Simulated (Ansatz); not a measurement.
# La2O3: stress in a strained cell

La2O3 is deformed so: zz strain of +2 %. What stress and forces result, by LAPW, PAW and all-electron datasets made for the crystal?

Computed with Ansatz 0.2.0 (DFT PBEsol, scalar-relativistic, unless a step's input says otherwise).

## 1. The system as given

The structure is trigonal, space group P321 (No. 150). Conventional cell: a = 3.930 Å, b = 3.930 Å, c = 6.120 Å, α = 90.00°, β = 90.00°, γ = 120.00°. La (site symmetry 3) is surrounded by 3 O at 2.14 Å. Around O (site symmetry 2) lie 2 O at 1.70 Å and 2 La at 2.14 Å.

As a file:

```xyz
5
Lattice="3.9300 0.0000 0.0000 -1.9650 3.4035 0.0000 0.0000 0.0000 6.1200" Properties=species:S:1:pos:R:3 pbc="T T T"
La    0.0000    2.2690    1.5300
La    1.9650    1.1345    4.5900
O     0.4913    0.8509    0.0000
O     2.9475    0.0000    0.0000
O    -1.4738    2.5526    0.0000
```

Atoms are numbered in the order of the input: La1, La2, O3, O4, O5.

## 2. The deformed structure

Space group P321 before, P321 after.

## 3. LAPW, all electrons

Input file input.yaml:

```yaml
crystal:
  lattice:
    - [3.9300000706, 0.0, 0.0]
    - [-1.9650000353, 3.403479898, 0.0]
    - [0.0, 0.0, 6.2424]
  atoms:
    - { symbol: La, position: [0.3333333333, 0.6666666667, 0.25] }
    - { symbol: La, position: [0.6666666667, 0.3333333333, 0.75] }
    - { symbol: O, position: [0.25, 0.25, 0.0] }
    - { symbol: O, position: [0.75, 0.0, 0.0] }
    - { symbol: O, position: [0.0, 0.75, 0.0] }
kpoints:
  mp_grid: { grid: [6, 6, 4] }
  band_path:
    path:
      - [0.0, 0.0, 0.0]
      - [0.5, 0.0, 0.0]
      - [0.3333333333, 0.3333333333, 0.0]
      - [0.0, 0.0, 0.0]
      - [0.0, 0.0, 0.5]
      - [0.5, 0.0, 0.5]
      - [0.3333333333, 0.3333333333, 0.5]
      - [0.0, 0.0, 0.5]
      - [0.5, 0.0, 0.5]
    npoints: 5
scf:
  occupations: { method: fermi_dirac, width: 0.02 }
hamiltonian:
  xc: pbesol
  pseudopotentials: { kind: all_electron, lapw: { basis_error: 0.001 } }
output:
  forces: true
  stress: true
  eigenvalues: true
```

The run is started by

```bash
ansatz run input.yaml --threads 2 --pin off --max-ram 8192MiB --backend cpu --events-out ev --progress --plain --runs-dir out
```

## 4. PAW on the default files

Input file input.yaml:

```yaml
crystal:
  lattice:
    - [3.9300000706, 0.0, 0.0]
    - [-1.9650000353, 3.403479898, 0.0]
    - [0.0, 0.0, 6.2424]
  atoms:
    - { symbol: La, position: [0.3333333333, 0.6666666667, 0.25] }
    - { symbol: La, position: [0.6666666667, 0.3333333333, 0.75] }
    - { symbol: O, position: [0.25, 0.25, 0.0] }
    - { symbol: O, position: [0.75, 0.0, 0.0] }
    - { symbol: O, position: [0.0, 0.75, 0.0] }
kpoints:
  mp_grid: { grid: [6, 6, 4] }
scf:
  occupations: { method: fermi_dirac, width: 0.02 }
hamiltonian:
  xc: pbesol
  pseudopotentials: { kind: paw }
output:
  forces: true
  stress: true
  eigenvalues: true
  efg: { contact_densities: true }
```

## 5. All-electron PAW on datasets made for the crystal

Edit input.yaml of step 4 so:

```diff
@@ -17,3 +17,3 @@
   xc: pbesol
-  pseudopotentials: { kind: paw }
+  pseudopotentials: { kind: all_electron, datasets: crystal }
 output:
```

(Steps that only read results are left out.)

Q: Predict the outcome of this session. Wanted: pressure; largest shear or deviatoric stress.

As calculated:

| quantity | value |
| --- | --- |
| pressure | LAPW 32.50, PAW 32.56, crystal datasets 32.49 GPa |
| largest shear or deviatoric stress (LAPW) | 22.44 GPa |

In words: The largest part of the stress beyond the pressure is 22.44 GPa in size, in the zz component; the atoms are carried along and not relaxed. No run of the undeformed cell stands beside it, so the pressure holds what the given cell had before the change. PAW: stress within 0.08 GPa of LAPW, forces within 22 meV/Å. Crystal datasets: stress within 0.01 GPa of LAPW, forces within 1 meV/Å. Spin-orbit coupling is left out, though the cell holds La; in elements this heavy it can shift bands and gaps by tenths of an eV.
